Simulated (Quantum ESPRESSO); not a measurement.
Crystal: Re.

```xyz
2
Lattice="2.7635 0.0204 0.0241 -1.3641 2.4136 -0.0604 0.0390 -0.0901 4.3958" Properties=species:S:1:pos:R:3 pbc="T T T"
Re    1.4169    0.7505    3.2928
Re    0.0215    1.5933    1.0667
```

The cell isn't the ideal one: cell strained at random at fixed volume.

```yaml
Program: Quantum ESPRESSO 7.5
Task: relaxation of cell and atoms
Functional: rPW86PBE
Dispersion: rVV10
Potentials_or_basis: PseudoDojo 0.4.1 SR PBE standard
Cutoff: 980 eV
Density_cutoff: 3918 eV
k_mesh: 6 × 6 × 3
Occupations: fermi-dirac, width 0.025 eV
Spin: no spin polarisation
```

At the start: pressure 13.6 GPa; volume 14.71 Å³/atom.

**Question.** Where does the relaxation end?

**Answer.** Over 31 steps the energy falls by 33.2 meV/atom and the volume is 15.22 Å³/atom (+3.4 %); space group C2/c (No. 15, to 0.05 Å).

Step by step:
```tsv
step	energy change (eV)	largest force (eV/Å)	pressure (GPa)	volume (Å³)
1	0.0000	0.1215	13.56	29.43
2	-0.0429	0.0822	5.99	29.98
3	-0.0577	0.0409	-3.83	30.80
4	-0.0590	0.0394	-3.37	30.76
5	-0.0610	0.0365	-2.50	30.68
6	-0.0629	0.0322	-1.32	30.57
7	-0.0642	0.0265	0.00	30.45
8	-0.0645	0.0201	1.22	30.35
9	-0.0645	0.0199	1.18	30.35
10	-0.0646	0.0196	1.10	30.36
11	-0.0647	0.0191	0.99	30.37
12	-0.0649	0.0184	0.84	30.38
13	-0.0650	0.0176	0.67	30.39
14	-0.0652	0.0167	0.48	30.41
15	-0.0653	0.0156	0.28	30.42
16	-0.0655	0.0143	0.06	30.44
17	-0.0656	0.0128	-0.17	30.46
18	-0.0657	0.0112	-0.37	30.48
19	-0.0658	0.0095	-0.52	30.49
20	-0.0659	0.0079	-0.60	30.50
21	-0.0660	0.0067	-0.56	30.49
22	-0.0661	0.0060	-0.40	30.47
23	-0.0662	0.0058	-0.12	30.45
24	-0.0662	0.0052	0.21	30.42
25	-0.0662	0.0042	0.43	30.40
26	-0.0662	0.0042	0.41	30.40
27	-0.0663	0.0040	0.36	30.40
28	-0.0663	0.0037	0.30	30.41
29	-0.0663	0.0033	0.22	30.41
30	-0.0663	0.0028	0.12	30.42
31	-0.0663	0.0023	0.03	30.43
```

Final structure:
```xyz
2
Lattice="2.8043 -0.0182 -0.0181 -1.3824 2.4345 0.0490 0.0500 -0.1066 4.4717" Properties=species:S:1:pos:R:3 pbc="T T T"
Re    1.4520    0.7224    3.3581
Re    0.0199    1.5874    1.1444
```

Caveat: the k mesh is coarse (spacing up to 0.48 Å⁻¹), so the values aren't converged; the potentials were made for another functional, which shifts forces and pressure.
